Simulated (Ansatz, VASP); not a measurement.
# F2 in VASP and in Ansatz

```
CELL_PARAMETERS angstrom
15.00000 0.00000 0.00000
0.00000 15.50000 0.00000
0.00000 0.00000 16.00000
ATOMIC_POSITIONS crystal
F 0.46053 0.49902 0.47693
F 0.53947 0.50098 0.52307
```

Alike in both runs: functional r2SCAN; k mesh 1 × 1 × 1; occupations gaussian, width 0.005 eV; no spin polarisation.

Ansatz relaxed the structure, and its values are those at the end. VASP's run is a single point on that final structure, the one shown.

```csv
,VASP,Ansatz
version,VASP 6.6.1,Ansatz 0.2.0
potentials or method,"VASP PAW PBE potentials, release 64 (F)","scalar-relativistic, plane waves, PAW"
plane-wave cutoff (eV),520,500
valence electrons in the cell,14,14
```

Ansatz gave:

```
gap on the k mesh at the Fermi level (eV) : 4.77
least direct gap on the mesh (eV)         : 4.77
rms of the force components (eV/Å)        : 0.001
```

**Question.** Which values does VASP return?

**Answer.** gap on the k mesh at the Fermi level (eV): 4.68; least direct gap on the mesh (eV): 4.68; rms of the force components (eV/Å): 0.341.

One of these differences is far larger than is usual between the two programs; its cause wasn't traced.

Caveats: the PAW data sets were made with another functional, which shifts forces and pressure a little (VASP). r2SCAN opens gaps a little over a GGA but as a rule still falls short of measured ones.
